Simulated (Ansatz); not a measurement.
**Al$_{2}$Ru: do energies and stresses tell the same story?**

The calculation used DFT PBEsol, scalar-relativistic, plane waves, PAW (Ansatz).

Plane waves to 420 eV, a k mesh through Γ of 10×10×10 on the computed 6-atom cell and Gaussian smearing (0.01 eV); no spin polarisation.

Relaxed cell: Fddd, a = 4.701 Å, b = 7.975 Å, c = 8.770 Å, α = 90.00°, β = 90.00°, γ = 90.00°, 6 atoms in the primitive cell. Whether it is the stable form of this composition wasn't checked.

Energies at zero smearing and pressures from the stress tensor, at volumes with shape and atoms relaxed:
```csv
V (Å³/atom),E − E(first) (meV/atom),P (GPa)
12.879,0.00,12.66
13.290,-23.48,5.82
13.701,-30.76,0.00
14.112,-24.25,-4.94
14.523,-6.03,-9.15
```

Check P = −dE/dV between neighbouring volumes, and get the bulk modulus from the pressures alone.

With 1 eV/Å³ = 160.2 GPa:
```
middle V (Å³/atom)  −ΔE/ΔV (GPa) mean P (GPa)
            13.084         9.152         9.243
            13.495         2.837         2.914
            13.906        -2.536        -2.469
            14.317        -7.103        -7.043
```

The two differ by 0.09 GPa at most. The mean of two end pressures misses the average over a step by about ΔV² P″/12, up to 0.09 GPa here; with that taken off 0.00 GPa remains. Around V = 13.701 Å³/atom, the two neighbours give B = −V ΔP/ΔV = 13.701 × 10.77 / 0.822 = 179.4 GPa, against B0 = 178.6 GPa from the Birch–Murnaghan fit of the energies.